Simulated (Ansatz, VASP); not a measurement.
**One calculation of WS2, two programs**

```
CELL_PARAMETERS angstrom
1.57900 0.91164 6.16333
-1.57900 0.91164 6.16333
0.00000 -1.82327 6.16333
ATOMIC_POSITIONS crystal
W 0.00000 0.00000 0.00000
S 0.75030 0.75030 0.75030
S 0.58100 0.58100 0.58100
```

Measurements of this composition are mostly on another form, of space group No. 194.

Alike in both runs: task relaxation of cell and atoms; functional PBE; k mesh 6 × 6 × 6; occupations gaussian, width 0.1 eV; no spin polarisation.

```csv
,VASP,Ansatz
version,VASP 6.6.1,Ansatz 0.2.0
potentials or method,"VASP PAW PBE potentials, release 64 (W_sv, S)","scalar-relativistic, plane waves, PAW"
plane-wave cutoff (eV),600,420
valence electrons in the cell,26,26
```

|  | VASP | Ansatz | Ansatz less VASP |
| --- | --- | --- | --- |
| gap on the k mesh at the Fermi level, each at its own relaxed structure (eV) | 1.50 | 1.51 | +0.007 |
| relaxed volume (Å³/atom) | 20.34 | 20.54 | +0.201 |
| relaxed cell length with the largest relative difference (Å) | 7.172 | 7.242 | +0.0706 |
| energy change over the relaxation (meV/atom) | -23 | -24 | -0.9 |

Caveats: spin-orbit coupling is left out, which moves the levels of the heavy elements; the volume moved by +15 % from the deposited cell, more than functionals usually miss. A k mesh can miss the band edges. Zero-point motion and thermal expansion aren't in these numbers.
